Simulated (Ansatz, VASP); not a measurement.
One calculation of Y, two programs

```
Y
1.0
     0.00000    2.55199    2.55199
     2.55199    0.00000    2.55199
     2.55199    2.55199    0.00000
Y
1
Direct
  0.00000 0.00000 0.00000
```

Alike in both runs: task electric field gradients; functional r2SCAN; k mesh 12 × 12 × 12; occupations fermi-dirac, width 0.03 eV; no spin polarisation.

|  | VASP | Ansatz |
| --- | --- | --- |
| version | VASP 6.6.1 | Ansatz 0.2.0 |
| potentials or method | VASP PAW PBE potentials, release 64 (Y_sv) | PAW with Ansatz's default frozen-core files, scalar-relativistic |
| plane-wave cutoff (eV) | 520 | 500 |
| valence electrons in the cell | 11 | 11 |

|  | VASP | Ansatz | Ansatz less VASP |
| --- | --- | --- | --- |
| pressure (GPa) | 0.1 | 0.0 | -0.08 |
| Vzz of the field gradient on the site that differs most (V/Å²) | 0.0 | 0.0 | 0.00 |

With one functional, cell and mesh, what is left measures potentials, basis and numerics. Ansatz warned: «gradients_without_spin_orbit».

Caveats: the PAW data sets were made with another functional, which shifts forces and pressure a little (VASP).
